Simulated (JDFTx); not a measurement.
The system is SnO.

```
Sn O
1.0
     3.81370    0.00000    0.00000
     0.00000    3.81370    0.00000
     0.00000    0.00000    4.88691
Sn O
2 2
Direct
  0.50000 0.00000 0.76463
  0.00000 0.50000 0.23537
  0.00000 0.00000 0.00000
  0.50000 0.50000 0.00000
```

The cell is a database's computed one.

Base run:

| Property | Result |
| --- | --- |
| Program | JDFTx 1.7.0 (patched build) |
| Functional | PBEsol |
| Potentials or basis | PseudoDojo-SR-PBEsol-0.4.1-standard with smoothed tails |
| Cutoff | 1143 eV |
| Density cutoff | 9143 eV |
| k mesh | 7 × 7 × 6 |
| Occupations | fermi-dirac, width 0.05 eV |
| Spin | no spin polarisation |

Its results: band gap on the k mesh 0.35 eV, indirect (least direct gap 1.98 eV); pressure 0.0 GPa; largest force 0.158 eV/Å.

Task: The run is repeated on the same cell with these changes: k mesh from 7 × 7 × 6 to 6 × 6 × 5. What comes out?

Result: Band gap on the k mesh 0.13 eV, indirect (least direct gap 1.96 eV); pressure 0.0 GPa; largest force 0.168 eV/Å.

Caveats: spin-orbit coupling is left out, which moves the levels of the heavy elements; an odd mesh through Γ misses points on the zone boundary, where band edges often lie.
